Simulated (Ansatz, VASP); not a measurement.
One calculation of BN, two programs

```
CELL_PARAMETERS angstrom
1.25112 0.72234 3.37293
-1.25112 0.72234 3.37293
0.00000 -1.44467 3.37293
ATOMIC_POSITIONS crystal
N 0.66724 0.66724 0.66724
B 0.00033 0.00033 0.00033
```

The cell is a database's computed one.

Alike in both runs: task relaxation of cell and atoms; functional PBE; k mesh 12 × 12 × 12; occupations fermi-dirac, width 0.05 eV; no spin polarisation.

|  | VASP | Ansatz |
| --- | --- | --- |
| version | VASP 6.6.1 | Ansatz 0.2.0 |
| potentials or method | VASP PAW PBE potentials, release 64 (N_GW, B_GW) | Ansatz PAW |
| plane-wave cutoff (eV) | 680 | 420 |
| valence electrons in the cell | 8 | 8 |

Ansatz gave:

- gap on the k mesh at the Fermi level, each at its own relaxed structure (eV): 4.39
- relaxed volume (Å³/atom): 11.42
- relaxed cell length with the largest relative difference (Å): 4.424
- energy change over the relaxation (meV/atom): -11

Task: What did VASP give for the same quantities?

Result: gap on the k mesh at the Fermi level, each at its own relaxed structure (eV): 4.49; relaxed volume (Å³/atom): 10.95; relaxed cell length with the largest relative difference (Å): 4.265; energy change over the relaxation (meV/atom): -9.

Caveats: the volume moved by over 15 % at a fixed basis, so the end points are rough; the plane-wave basis is chosen anew once the cell has moved, so the energies of steps on either side of that aren't comparable (Ansatz); the pressure holds a Pulay correction of +0.5 GPa for the finite cutoff (Ansatz). Expect the measured gap to be larger: semilocal functionals such as PBE lack the derivative discontinuity. A k mesh can miss the band edges.
